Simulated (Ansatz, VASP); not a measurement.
**CaO in two plane-wave programs**

One calculation is typed for both programs; each brings its own data sets and cutoff. How far apart do they land? The cell is taken from a series of VASP runs on this material, whose earlier steps may have relaxed, scaled or displaced it; both programs get it as it stands. Other levels of theory on this material are compared in a session of their own.

Calculated with Ansatz 0.2.0; plane waves, with VASP 6.6.1 beside it; band structure at PBE and band structure at r2SCAN.

**1. The starting structure**

The structure is cubic, space group Fm-3m (No. 225). Conventional cell: a = 4.817 Å, b = 4.817 Å, c = 4.817 Å, α = 90.00°, β = 90.00°, γ = 90.00°. Ca has 6 O at 2.41 Å nearest. Nearest to O lie 6 Ca at 2.41 Å. Farther neighbours and most contacts between anions are not listed.

Coordinates:

```cif
data_structure
_symmetry_space_group_name_H-M 'P 1'
_symmetry_Int_Tables_number 1
_cell_length_a 3.4064
_cell_length_b 3.4064
_cell_length_c 3.4064
_cell_angle_alpha 60.000
_cell_angle_beta 60.000
_cell_angle_gamma 60.000
_cell_volume 27.95
loop_
_atom_site_label
_atom_site_type_symbol
_atom_site_fract_x
_atom_site_fract_y
_atom_site_fract_z
_atom_site_occupancy
Ca1 Ca 0.00000 0.00000 0.00000 1
O2 O 0.50000 0.50000 0.50000 1
```

**2. VASP: band structure, PBE**

Levels along a path test the potential and the projectors away from the mesh points.

Lines of VASP's logs that name or quote its potential files are left out, and so is its time.

INCAR

```
SYSTEM = CaO
PREC = Accurate
ENCUT = 460
EDIFF = 1E-06
NELM = 100
ISMEAR = 0
SIGMA = 0.03
LREAL = .FALSE.
ALGO = Normal
GGA = PE
NBANDS = 20
LORBIT = 11
LWAVE = .FALSE.
LCHARG = .FALSE.
KPAR = 4
LASPH = .TRUE.
```

POSCAR

```
CaO
1.0
    0.0000000000      2.4087000000      2.4087000000
    2.4087000000      0.0000000000      2.4087000000
    2.4087000000      2.4087000000      0.0000000000
Ca O
1 1
Direct
    0.0000000000      0.0000000000      0.0000000000
    0.5000000000      0.5000000000      0.5000000000
```

KPOINTS

```
Automatic mesh
0
Gamma
8 8 8
0 0 0
```

KPOINTS_OPT

```
Line mode
10
Line-mode
Reciprocal
  0.00000000   0.00000000   0.00000000 GAMMA
  0.50000000   0.00000000   0.50000000 X

  0.50000000   0.00000000   0.50000000 X
  0.50000000   0.25000000   0.75000000 W

  0.50000000   0.25000000   0.75000000 W
  0.37500000   0.37500000   0.75000000 K

  0.37500000   0.37500000   0.75000000 K
  0.00000000   0.00000000   0.00000000 GAMMA

  0.00000000   0.00000000   0.00000000 GAMMA
  0.50000000   0.50000000   0.50000000 L

  0.50000000   0.50000000   0.50000000 L
  0.62500000   0.25000000   0.62500000 U

  0.62500000   0.25000000   0.62500000 U
  0.50000000   0.25000000   0.75000000 W

  0.50000000   0.25000000   0.75000000 W
  0.50000000   0.50000000   0.50000000 L

  0.50000000   0.50000000   0.50000000 L
  0.37500000   0.37500000   0.75000000 K

  0.62500000   0.25000000   0.62500000 U
  0.50000000   0.00000000   0.50000000 X
```

PAW data sets: Ca_sv and O (PBE family, release 64).

Command:

```bash
> mpirun -np 4 vasp_std
```

Numbers of over 12 decimals in the logs are rounded to 6 here.

The program printed:

```text
[banner, memory and clock lines left out]
running    4 mpi-ranks, on    1 nodes
 distrk:  each k-point on    1 cores,    4 groups
 distr:  one band on    1 cores,    1 groups

 POSCAR found type information on POSCAR CaO
 POSCAR found :  2 types and       2 ions
 LDA part: xc-table for (Slater+PW92), standard interpolation
 POSCAR, INCAR and KPOINTS ok, starting setup
 FFT: planning ... GRIDC
 FFT: planning ... GRID_SOFT
 FFT: planning ... GRID
 WAVECAR not read
 entering main loop
       N       E                     dE             d eps       ncg     rms          rms(c)
DAV:   1     0.116727176205E+03    0.11673E+03   -0.72264E+03  1160   0.746E+02
DAV:   2    -0.100181182604E+02   -0.12675E+03   -0.11735E+03  1276   0.228E+02
DAV:   3    -0.144299931435E+02   -0.44119E+01   -0.43675E+01  1512   0.432E+01
DAV:   4    -0.145117665392E+02   -0.81773E-01   -0.81725E-01  1376   0.532E+00
DAV:   5    -0.145135372843E+02   -0.17707E-02   -0.17707E-02  1492   0.682E-01    0.855E+00
DAV:   6    -0.128868845829E+02    0.16267E+01   -0.29513E+00  1288   0.164E+01    0.360E+00
DAV:   7    -0.128102468838E+02    0.76638E-01   -0.29584E-01  1332   0.464E+00    0.183E+00
DAV:   8    -0.128082475664E+02    0.19993E-02   -0.90416E-02  1504   0.243E+00    0.535E-01
DAV:   9    -0.128058798736E+02    0.23677E-02   -0.45080E-03  1332   0.476E-01    0.118E-01
DAV:  10    -0.128065555537E+02   -0.67568E-03   -0.63676E-04  1304   0.187E-01    0.584E-02
DAV:  11    -0.128065242274E+02    0.31326E-04   -0.34179E-05  1552   0.664E-02    0.682E-03
DAV:  12    -0.128065249447E+02   -0.71727E-06   -0.79668E-06  1296   0.196E-02
   1 F= -.12806525E+02 E0= -.12806525E+02  d E =-.223712E-36
 Start KPOINTS_OPT (optional k-point list driver)
k-point batch [1-29\100]
       N       E                     dE             ncg
DAV:   1    -0.161024414585E+04   -0.17495E+05     1160
DAV:   2    -0.527193448140E+04   -0.36617E+04     1280
DAV:   3    -0.539017549828E+04   -0.11824E+03     1512
DAV:   4    -0.539236646007E+04   -0.21910E+01     1392
DAV:   5    -0.539240037188E+04   -0.33912E-01     1464
DAV:   6    -0.539240116880E+04   -0.79692E-03     1344
DAV:   7    -0.539240118835E+04   -0.19553E-04     1452
DAV:   8    -0.539240118880E+04   -0.45112E-06      904
[...]
k-point batch [88-100\100]
       N       E                     dE             ncg
DAV:   1     0.849220609622E+04   -0.90430E+04      528
DAV:   2     0.691940893022E+04   -0.15728E+04      576
DAV:   3     0.686430444785E+04   -0.55104E+02      700
DAV:   4     0.686345124819E+04   -0.85320E+00      604
DAV:   5     0.686343499629E+04   -0.16252E-01      676
DAV:   6     0.686343457908E+04   -0.41721E-03      604
DAV:   7     0.686343456895E+04   -0.10136E-04      648
DAV:   8     0.686343456872E+04   -0.22587E-06      424
```

From OUTCAR (step 2):

```text
ion  position               nearest neighbor table
   1  0.000  0.000  0.000-   2 2.41   2 2.41   2 2.41   2 2.41   2 2.41   2 2.41
   2  0.500  0.500  0.500-   1 2.41   1 2.41   1 2.41   1 2.41   1 2.41   1 2.41

  LATTYP: Found a face centered cubic cell.
 ALAT       =     4.8174000000

 Subroutine GETGRP returns: Found 48 space group operations
 (whereof 48 operations were pure point group operations)

The static configuration has the point symmetry O_h .

 Found     29 irreducible k-points:

   k-points           NKPTS =     29   k-points in BZ     NKDIM =     29   number of bands    NBANDS=     20

   dimension x,y,z NGX =    24 NGY =   24 NGZ =   24
   dimension x,y,z NGXF=    48 NGYF=   48 NGZF=   48

   ENCUT  =  460.0 eV  33.81 Ry    5.81 a.u.   5.96  5.96  5.96*2*pi/ulx,y,z

   NELECT =      16.0000    total number of electrons

 k-points in reciprocal lattice and weights: Automatic mesh
   0.00000000  0.00000000  0.00000000       0.002
   0.12500000  0.00000000  0.00000000       0.016
   0.25000000  0.00000000  0.00000000       0.016
   0.37500000  0.00000000  0.00000000       0.016
   0.50000000  0.00000000  0.00000000       0.008
   0.12500000  0.12500000  0.00000000       0.012
   0.25000000  0.12500000  0.00000000       0.047
   0.37500000  0.12500000  0.00000000       0.047
   0.50000000  0.12500000  0.00000000       0.047
[...]
-0.37500000  0.50000000  0.12500000       0.023
  -0.25000000  0.50000000  0.25000000       0.012

 average (electrostatic) potential at core
       1 -44.0586       2 -70.2548

 E-fermi :   2.5704

 k-point     1 :       0.0000    0.0000    0.0000
  band No.  band energies     occupation
    ...
      4     -16.1227      2.00000
      5     -13.2060      2.00000
      6       2.3103      2.00000
      7       2.3103      2.00000
      8       2.3103      2.00000
      9       6.9681      0.00000
     10       8.5199      0.00000
     11       8.5199      0.00000
     12       8.5199      0.00000
     13      10.0115      0.00000
    ...

 k-point     2 :       0.1250    0.0000    0.0000
  band No.  band energies     occupation
    ...
      4     -16.1306      2.00000
      5     -12.9916      2.00000
      6       1.7781      2.00000
      7       2.1021      2.00000
      8       2.1021      2.00000
      9       7.6504      0.00000
     10       8.4803      0.00000
     11       8.7818      0.00000
     12       8.7818      0.00000
     13      10.3748      0.00000
    ...

 k-point     3 :       0.2500    0.0000    0.0000
  band No.  band energies     occupation
    ...
      4     -16.1493      2.00000
      5     -12.5529      2.00000
      6       0.7839      2.00000
      7       1.6566      2.00000
      8       1.6566      2.00000
      9       8.5446      0.00000
     10       9.1079      0.00000
     11       9.4686      0.00000
     12       9.4686      0.00000
     13      11.2498      0.00000
    ...

  Total        0.1572272      0.1572272      0.1572272      0.0000000     -0.0000000      0.0000000
  in kB        9.0128055      9.0128055      9.0128055      0.0000000     -0.0000000      0.0000000
  external PRESSURE =       9.0128055 kB  Pullay stress =       0.0000000 kB

  energy-cutoff  :      460.00
  volume of cell :       27.95
      direct lattice vectors                 reciprocal lattice vectors
     0.000000000  2.408700000  2.408700000    -0.207580853  0.207580853  0.207580853
     2.408700000  0.000000000  2.408700000     0.207580853 -0.207580853  0.207580853
     2.408700000  2.408700000  0.000000000     0.207580853  0.207580853 -0.207580853

 POSITION                                       TOTAL-FORCE (eV/Angst)
 -----------------------------------------------------------------------------------
      0.00000      0.00000      0.00000        -0.000000     -0.000000     -0.000000
      2.40870      2.40870      2.40870         0.000000      0.000000      0.000000
 -----------------------------------------------------------------------------------
    total drift:                                0.000000     -0.000000     -0.000000

  FREE ENERGIE OF THE ION-ELECTRON SYSTEM (eV)
  ---------------------------------------------------
  free  energy   TOTEN  =       -12.8065249447 eV

  energy  without entropy=      -12.8065249447  energy(sigma->0) =      -12.80652494

 total charge
# of ion       s       p       d       tot
------------------------------------------
    1        2.040   5.880   0.298   8.218
    2        1.557   3.452   0.000   5.009
--------------------------------------------------
tot          3.598   9.332   0.298  13.227

[... 3 further parts left out ...]
```

The run ends at a pressure of 0.90 GPa.

**3. Ansatz: band structure, PBE**

Ansatz runs on its default PAW (the set named soft_2) files.

The same cell, functional, mesh and smearing now go to Ansatz, which takes its cutoff from its data sets.

input.yaml

```yaml
crystal:
  lattice:
    - [0.0, 2.4087, 2.4087]
    - [2.4087, 0.0, 2.4087]
    - [2.4087, 2.4087, 0.0]
  atoms:
    - { symbol: Ca, position: [0.0, 0.0, 0.0] }
    - { symbol: O, position: [0.5, 0.5, 0.5] }
hamiltonian:
  xc: pbe
  pseudopotentials: { kind: paw }
kpoints:
  mp_grid: { grid: [8, 8, 8] }
  band_path:
    path:
      - [0.0, 0.0, 0.0]
      - [0.16667, 0.0, 0.16667]
      - [0.33333, 0.0, 0.33333]
      - [0.5, 0.0, 0.5]
      - [0.5, 0.08333, 0.58333]
      - [0.5, 0.19444, 0.69444]
      - [0.5, 0.25, 0.75]
      - [0.45833, 0.29167, 0.75]
      - [0.40278, 0.34722, 0.75]
      - [0.375, 0.375, 0.75]
      - [0.20833, 0.20833, 0.41667]
      - [0.08333, 0.08333, 0.16667]
      - [0.0, 0.0, 0.0]
      - [0.22222, 0.22222, 0.22222]
      - [0.38889, 0.38889, 0.38889]
      - [0.51389, 0.47222, 0.51389]
      - [0.55556, 0.38889, 0.55556]
      - [0.61111, 0.27778, 0.61111]
      - [0.61111, 0.25, 0.63889]
      - [0.56944, 0.25, 0.68056]
      - [0.51389, 0.25, 0.73611]
      - [0.5, 0.27778, 0.72222]
      - [0.5, 0.38889, 0.61111]
      - [0.5, 0.47222, 0.52778]
      - [0.48611, 0.48611, 0.52778]
      - [0.43056, 0.43056, 0.63889]
      - [0.38889, 0.38889, 0.72222]
      - [0.59722, 0.19444, 0.59722]
      - [0.55556, 0.11111, 0.55556]
      - [0.5, 0.0, 0.5]
    npoints: 1
scf:
  occupations: { method: gaussian, width: 0.03 }
  n_extra_bands: 7
output:
  forces: true
  stress: true
  eigenvalues: true
  write_density: true
  write_potential: true
  elf: true
  volumetric_format: npy
```

Command:

```bash
> ansatz run input.yaml --threads 2 --pin off --max-ram 4608MiB --backend cpu --events-out ev --progress --plain --runs-dir out
```

The program printed:

```text
scf.n_extra_bands = 7 over 8 filled bands (N_el = 16.0): the run solves 15 bands
Engine: ansatz 0.2.0, aarch64-unknown-linux-gnu
Pseudopotentials: kind: paw
Pseudopotential: Ca, paw, valence charge 10, recommended cutoff 420 eV (normal), Ca.paw.azcp
Pseudopotential: O, paw, valence charge 6, recommended cutoff 420 eV (normal), O.paw.azcp
Functional definition: PBE
  parameter kappa = 0.804
  parameter beta = 0.066725
  exchange = pbe_x(kappa = kappa, mu = beta*pi^2/3)
  correlation = pbe_c(beta = beta)
Crystal: 2 atoms, lattice volume = 27.950 Å³
Basis set: ecut = 420 eV, 537 PW (Γ), exchange–correlation on 48×48×48 points (8 copies of the dense FFT grid, shifted against one another)
Bands: 15, of which v1, the nominal top of the filled ones, is band 8 counted from 1 (7 counted from 0)
Symmetry: 48 space group operations
Space group: Fm-3m (ITA 225), of the structure as read, at distance tolerance 3.0e-5 Å
k-points: 29 of 512
Non-local potential: Ca, projectors of the file, l = 0: 3, l = 1: 2, l = 2: 2
Non-local potential: O, projectors of the file, l = 0: 2, l = 1: 2, l = 2: 1
PAW form: soft (Blöchl's): semilocal exchange-correlation on the pseudo side does not see the compensation charge
PAW one-centre angular grid: Ca, 110 points (default); XC on 64 Gauss nodes
PAW one-centre angular grid: O, 110 points (default); XC on 64 Gauss nodes
Initial density: superposition of atomic densities (neutral atoms: chi_scale 0, normalization atom), corrected by the library's trained network
Initial wavefunctions: pseudopotential atomic-orbital guess
Functional: x = pbe(κ = 0.804, μ = 0.219515), c = pbe(β = 0.066725)
SCF iter   1: F=—  HF=-2387.722086 eV  |F-HF|=—  |Δ(HF+E_count)|=         —  Δρ=8.61e-4  dr2=1.53e-4  ethr=1.77e-3  ⟨swp⟩=7.6  Hψ=2917  notcnv=0  defer=4
preconditioner: auto → none  [insulator: Δε(μ)=3.655 eV  Ē_g=19.944 eV  σ=0.030 eV  W_gap=1.00  n_scr=8 (ndim 8)  ℏωp=26.3 eV  f_vac=0.000  D(μ)=0.00/eV (n_scr^D=0)  ε∞_Penn≈2.7]
SCF iter   2: F=—  HF=-2387.722175 eV  |F-HF|=—  |Δ(HF+E_count)|=   8.92e-5  Δρ=6.92e-4  dr2=1.34e-4  ethr=9.59e-7  ⟨swp⟩=2.1  Hψ=896  notcnv=0  defer=25
SCF iter   3: F=—  HF=-2387.722167 eV  |F-HF|=—  |Δ(HF+E_count)|=   7.43e-6  Δρ=4.19e-4  dr2=4.87e-5  ethr=8.38e-7  ⟨swp⟩=1.0  Hψ=400  notcnv=0  defer=25
SCF iter   4: F=—  HF=-2387.722178 eV  |F-HF|=—  |Δ(HF+E_count)|=   1.07e-5  Δρ=2.46e-4  dr2=1.07e-5  ethr=3.05e-7  ⟨swp⟩=1.0  Hψ=400  notcnv=0  defer=25
SCF iter   5: F=—  HF=-2387.722198 eV  |F-HF|=—  |Δ(HF+E_count)|=   2.00e-5  Δρ=2.16e-4  dr2=6.18e-6  ethr=6.68e-8  ⟨swp⟩=2.0  Hψ=512  notcnv=0  defer=25
SCF iter   6: F=—  HF=-2387.722230 eV  |F-HF|=—  |Δ(HF+E_count)|=   3.18e-5  Δρ=3.50e-4  dr2=3.40e-5  ethr=3.86e-8  ⟨swp⟩=2.0  Hψ=512  notcnv=0  defer=25  recentre
SCF iter   7: F=—  HF=-2387.722227 eV  |F-HF|=—  |Δ(HF+E_count)|=   2.54e-6  Δρ=2.25e-4  dr2=1.45e-5  ethr=3.86e-8  ⟨swp⟩=1.9  Hψ=473  notcnv=0  defer=25
SCF iter   8: F=—  HF=-2387.722226 eV  |F-HF|=—  |Δ(HF+E_count)|=   1.32e-6  Δρ=1.41e-4  dr2=5.94e-6  ethr=3.86e-8  ⟨swp⟩=1.0  Hψ=400  notcnv=0  defer=25
SCF iter   9: F=—  HF=-2387.722225 eV  |F-HF|=—  |Δ(HF+E_count)|=   9.16e-7  Δρ=8.16e-5  dr2=2.01e-6  ethr=3.71e-8  ⟨swp⟩=1.0  Hψ=400  notcnv=0  defer=25
SCF iter  10: F=-2387.722225 eV  HF=-2387.722225 eV  |F-HF|=1.91e-10  |Δ(HF+E_count)|=   4.63e-7  Δρ=8.43e-7  dr2=2.85e-10  ethr=6.25e-10  ⟨swp⟩=9.3  Hψ=2562  notcnv=0
SCF 1 converged in 10 iterations: F = -2387.722225 eV  dr2 = 2.85e-10
  greatest PAW one-centre occupation: 0.995 electrons in one spin orbital (limit 2), on the Ca atom at site 0 (counted from 0), in its partial waves of l = 0
NSCF: frozen V_eff on 30 k-points
SCF converged after 10 iterations
Free energy (F): -2387.722225 eV
Harris-Foulkes:  -2387.722225 eV  (|F-HF|=1.91e-10)
Internal energy: -2387.722225 eV  (E = F + TS)
E sigma→0 (E₀):  -2387.722225 eV
Fermi energy:    9.447001 eV
--- Per-component energies (eV) ---
  E_band       = -102.291773
  E_kinetic    = 455.978581
  E_local      = -895.169611  (includes V_loc(G=0)·N_el)
  E_nonlocal   = 111.473909
  E_hartree    = 296.875431
  E_xc         = -213.251068
  E_vxc        = -268.295846  (∫ρ·V_xc dr)
  E_paw        = -1016.282583  (= ΣΔE_a)
  E_vpaw       = -100.031905  (= ΣTr[D̂ρ^β])
  E_aug_tail   = 0.002402  (compensation charges beyond the density's cutoff)
  E_ewald      = -1127.349285
  E_smearing   = -0.000000  (= −TS)
  E_closure    = 0.000000  (closes the sum)
  Σ components = -2387.722225   (vs F -2387.722225, Δ=0.00e0)
--- Forces (eV/Å), atoms counted from 1 ---
  atom   1  Ca    -0.00000000     0.00000000    -0.00000000
  atom   2  O      0.00000000    -0.00000000     0.00000000
  max |Σ_I F_I| component: 1.58e-29 eV/Å
--- Stress (GPa, compression-positive) ---
        0.897771      -0.000000       0.000000
       -0.000000       0.897771       0.000000
       -0.000000      -0.000000       0.897771
  P = ⅓ Tr σ = 0.8978 GPa (8.978 kbar)
--- Band table (eV; the first three rows and the last of 29) ---
  k-point 0: bands = [... 4 lower, -7.8844, 7.6188, 7.6188, 7.6188, 12.2938, 13.8394, 13.8394, 13.8394, ... 3 higher]
  k-point 1: bands = [... 4 lower, -7.6722, 7.0896, 7.4132, 7.4132, 12.9749, 13.7978, 14.0997, 14.0997, ... 3 higher]
  k-point 2: bands = [... 4 lower, -7.2380, 6.1007, 6.9715, 6.9715, 13.8600, 14.4299, 14.7830, 14.7830, ... 3 higher]
  k-point 28: bands = [... 4 lower, -7.2771, 6.3524, 6.5645, 6.5645, 13.9195, 13.9195, 15.9618, 17.1138, ... 3 higher]
```

It took 1.6 s on 2 threads of Arm Neoverse N1, shared host; peak memory 0.25 GiB.

**4. Comparison**

Known differences besides the potentials themselves: the cutoff is 420 eV in Ansatz and 460 eV in VASP. Total energies have different zeros and are not compared.

The two programs side by side:

| quantity | Ansatz | VASP | difference |
| --- | --- | --- | --- |
| pressure (GPa) | 0.90 | 0.90 | 0.00 |
| pressure without Ansatz's Pulay correction (GPa) | 0.49 | 0.90 | -0.41 |
| gap over the path points (eV) | 3.656 | 3.639 | +0.018 |

Levels at points of the path, from each program's valence-band top (eV; 3 filled, then empty):

| k (reciprocal lattice) | Ansatz | VASP |
| --- | --- | --- |
| 0.000 0.000 0.000 | 0.00 0.00 0.00 4.67 6.22 6.22 | 0.00 0.00 0.00 4.66 6.21 6.21 |
| 0.167 0.000 0.167 | -1.19 -0.18 -0.18 5.38 5.80 7.16 | -1.20 -0.18 -0.18 5.37 5.79 7.16 |
| 0.333 0.000 0.333 | -1.68 -0.36 -0.36 4.15 7.32 8.54 | -1.69 -0.36 -0.36 4.13 7.30 8.54 |
| 0.500 0.000 0.500 | -1.30 -0.37 -0.37 3.66 8.00 8.86 | -1.30 -0.38 -0.38 3.64 7.99 8.86 |
| 0.500 0.083 0.583 | -1.28 -0.61 -0.52 4.04 8.14 8.84 | -1.28 -0.62 -0.52 4.03 8.13 8.84 |
| 0.500 0.194 0.694 | -1.17 -1.17 -0.90 5.43 7.20 8.32 | -1.18 -1.17 -0.90 5.42 7.20 8.32 |
| 0.500 0.250 0.750 | -1.27 -1.05 -1.05 6.30 6.30 8.34 | -1.27 -1.06 -1.06 6.29 6.29 8.34 |
| 0.458 0.292 0.750 | -1.29 -1.14 -0.93 5.70 6.99 8.38 | -1.30 -1.14 -0.93 5.69 6.98 8.37 |
| 0.403 0.347 0.750 | -1.32 -1.20 -0.79 5.20 7.80 8.49 | -1.33 -1.20 -0.80 5.19 7.79 8.49 |
| 0.375 0.375 0.750 | -1.32 -1.21 -0.77 5.13 7.96 8.52 | -1.33 -1.21 -0.78 5.12 7.96 8.51 |

Among the levels compared at these points, filled levels agree within 13 meV and empty ones within 18 meV. Ansatz's pressure holds a Pulay correction of 0.41 GPa; VASP's holds none.

**5. Ansatz: band structure, r2SCAN**

Levels along a path test the potential and the projectors away from the mesh points.

The cell is taken from a series of VASP runs on this material, whose earlier steps may have relaxed, scaled or displaced it; both programs get it as it stands.

input.yaml: that of step 3 with these lines changed.

```diff
@@ -9,3 +9,3 @@
 hamiltonian:
-  xc: pbe
+  xc: r2scan
   pseudopotentials: { kind: paw }
@@ -53,5 +53 @@
   eigenvalues: true
-  write_density: true
-  write_potential: true
-  elf: true
-  volumetric_format: npy
```

The program printed:

```text
[...]
Crystal: 2 atoms, lattice volume = 27.950 Å³
Basis set: ecut = 500 eV, 725 PW (Γ), exchange–correlation on 100×100×100 points (64 copies of the dense FFT grid, shifted against one another)
Bands: 15, of which v1, the nominal top of the filled ones, is band 8 counted from 1 (7 counted from 0)
Symmetry: 48 space group operations
[...]
k-points: 29 of 512
[...]
k-point 0: bands = [... 4 lower, -9.1782, 7.2767, 7.2767, 7.2767, 12.6533, 14.1111, 14.1111, 14.1111, ... 3 higher]
  k-point 1: bands = [... 4 lower, -8.9405, 6.7663, 7.0743, 7.0743, 13.3316, 14.0655, 14.3779, 14.3779, ... 3 higher]
  k-point 2: bands = [... 4 lower, -8.4740, 5.7875, 6.6360, 6.6360, 14.1326, 14.8044, 15.0793, 15.0793, ... 3 higher]
  k-point 28: bands = [... 4 lower, -8.5401, 6.0127, 6.2295, 6.2295, 14.1831, 14.1831, 16.3464, 17.4517, ... 3 higher]
[key lines of the parts left out:]
SCF converged after 6 iterations
Free energy (F): -2394.092321 eV
Fermi energy:    9.377627 eV
P = ⅓ Tr σ = -1.5968 GPa (-15.968 kbar)
```

Wall time 3.2 s (2 threads); peak memory 0.32 GiB.

[end of part 1 of 2]

[Lines on the potential files, build, host, timing and source positions are cut from VASP's logs without a mark.]

[Logs are printed without paths, hosts, clocks, repeated set-up lines and the standing remarks that a program may print on its own settings, such as how far it seeks lower states.]

[Hosts, paths, dates, database ids (printed as entryN), source tags and the programs' standing remarks are cut or masked in the printed files.]
